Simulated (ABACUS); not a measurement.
The system is Ge.

```
Ge
1.0
    -2.57449    2.57449    1.39741
     2.57449   -2.57449    1.39741
     2.57449    2.57449   -1.39741
Ge
2
Direct
  0.50000 0.50000 0.00000
  0.25000 0.75000 0.50000
```

This isn't the form of Ge at room conditions, which is diamond.

```yaml
Program: ABACUS 3.10.1
Task: relaxation of cell and atoms
Functional: B86bPBE
Potentials_or_basis: PseudoDojo NC SR 0.4.1 PBE standard
Cutoff: 1075 eV
Density_cutoff: 4299 eV
Basis: plane waves
k_mesh: 9 × 9 × 9
Occupations: fermi-dirac, width 0.05 eV
Spin: no spin polarisation
```

At the start: pressure 4.0 GPa; volume 18.52 Å³/atom.

**Question.** Where does the relaxation end?

**Answer.** Over 6 steps the energy falls by 12.3 meV/atom and the volume is 19.53 Å³/atom (+5.4 %); space group I4_1/amd (No. 141, to 0.05 Å).

The path:
| step | energy change (eV) | largest force (eV/Å) | pressure (GPa) | volume (Å³) |
| --- | --- | --- | --- | --- |
| 1 | 0.0000 | 0.0000 | 4.01 | 37.05 |
| 2 | -0.0222 | 0.0000 | -1.12 | 39.68 |
| 3 | -0.0243 | 0.0000 | -0.04 | 39.05 |
| 4 | -0.0246 | 0.0000 | 0.00 | 39.06 |
| 5 | -0.0246 | 0.0000 | 0.01 | 39.06 |
| 6 | -0.0246 | 0.0000 | 0.00 | 39.07 |

Final structure:
```cif
data_structure
_symmetry_space_group_name_H-M 'P 1'
_symmetry_Int_Tables_number 1
_cell_length_a 3.9631
_cell_length_b 3.9631
_cell_length_c 3.9631
_cell_angle_alpha 97.479
_cell_angle_beta 97.479
_cell_angle_gamma 137.704
_cell_volume 39.07
loop_
_atom_site_label
_atom_site_type_symbol
_atom_site_fract_x
_atom_site_fract_y
_atom_site_fract_z
_atom_site_occupancy
Ge1 Ge 0.50000 0.50000 0.00000 1
Ge2 Ge 0.25000 0.75000 0.50000 1
```

Caveat: the potentials were made for another functional, which shifts forces and pressure.
